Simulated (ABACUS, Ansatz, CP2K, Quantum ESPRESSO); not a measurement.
## Cost and result for the band gap of SnSe2

```
Sn Se
1.0
     3.81100    0.00000    0.00000
    -1.90550    3.30042    0.00000
     0.00000    0.00000    6.13600
Sn Se
1 2
Direct
  0.00000 0.00000 0.00000
  0.66667 0.33333 0.75100
  0.33333 0.66667 0.24900
```

| rung | level | program and potentials | cutoff (eV) | k mesh | task | spin | core time | chip | band gap (eV) | notes |
| --- | --- | --- | --- | --- | --- | --- | --- | --- | --- | --- |
| GGA | PBE | CP2K, POTENTIAL_UZH Sn GTH-PBE-q4, Se GTH-PBE-q6; TZVP-MOLOPT-PBE-GTH basis | - | 8 × 8 × 5 | band structure | off | 21 s | Arm Neoverse V1 | 0.68 | atomic basis; 5.33 valence electrons an atom on average; from the band path |
| GGA | PBEsol | Ansatz, all-electron LAPW, scalar-relativistic | - | 6 × 6 × 4 | band structure | off | 29 s | Arm Neoverse V1 | 0.75 | - |
| GGA | PBE | Quantum ESPRESSO, SG15 PBE 1.2 | 952 | 6 × 6 × 4 | single point | off | 42 s | Arm Neoverse V1 | 0.80 | 8.67 valence electrons an atom on average; mesh may miss the edge |
| G0W0 | G0W0 on HSE06 | Ansatz, Ansatz PAW | 420 | 6 × 6 × 4 | G0W0 quasiparticle levels | off | 70 s | AMD EPYC 7R13 Zen 3 | 1.78 | bands, basis or mesh of the many-body step not converged; potentials made for PBE, which Ansatz adapts in part; 15.33 valence electrons an atom on average; response cutoff 120 eV, empty bands 230 |
| G0W0 | G0W0 on PBE | Ansatz, Ansatz PAW | 420 | 6 × 6 × 4 | G0W0 quasiparticle levels | off | 1.9 min | AMD EPYC 7R13 Zen 3 | 1.44 | bands, basis or mesh of the many-body step not converged; 15.33 valence electrons an atom on average; response cutoff 220 eV, empty bands 571 |
| LDA | LDA | ABACUS, PseudoDojo NC SR 0.4.1 LDA standard, plane waves | 1184 | 6 × 6 × 4 | single point | off | 2 min | Intel Xeon Platinum 8259CL Skylake/Cascade Lake | 0.66 | 15.33 valence electrons an atom on average; mesh may miss the edge |
| meta-GGA | r2SCAN | Ansatz, Ansatz PAW | 500 | 8 × 8 × 5 | band structure | SOC, no magnetisation | 4.6 min | Arm Neoverse V1 | 1.00 | potentials made for PBE, which Ansatz adapts in part; 15.33 valence electrons an atom on average; from the band path |

Times are single runs on shared hosts and different chips, so they are rough; meshes, cutoffs and the tasks' sizes weigh on the time. Gaps are the least found on the k mesh or the band path, and a mesh can miss the band edges. The cell comes from a database and isn't always the measured one. Meshes differ between rows, which moves values too. All levels ran on this one cell, unrelaxed unless noted. Meshes are those of the run's cell of 3 atoms unless a note names another. Runs on faulty files, with rough fits or with known faults for this quantity aren't shown.

By rung: LDA 0.66; GGA 0.75 to 0.80; meta-GGA with SOC 1.00; GGA in atomic bases 0.68; G0W0 on coarse settings 1.44 to 1.78 (eV).
